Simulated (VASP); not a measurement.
RbBr:

```
Rb Br
1.0
     0.00000    3.42606    3.42606
     3.42606    0.00000    3.42606
     3.42606    3.42606    0.00000
Rb Br
1 1
Direct
  0.00000 0.00000 0.00000
  0.50000 0.50000 0.50000
```

Base run:

* Program: VASP 6.6.1
* Functional: r2SCAN
* Potentials or basis: VASP PAW PBE potentials, release 64 (Rb_sv, Br)
* Cutoff: 520 eV
* k mesh: 8 × 8 × 8
* Occupations: gaussian, width 0.03 eV
* Spin: no spin polarisation

Its results: band gap on the k mesh 4.97 eV, direct; pressure 0.5 GPa.

**Question.** The run is repeated on the same cell with these changes: functional from r2SCAN to LDA; potentials or basis from VASP PAW PBE potentials, release 64 (Rb_sv, Br) to VASP PAW LDA potentials, release 64 (Rb_sv, Br). What comes out?

**Answer.** Band gap on the k mesh 3.96 eV, direct; pressure -1.2 GPa.

Caveats: the PAW data sets were made with another functional, which shifts forces and pressure a little (some runs).
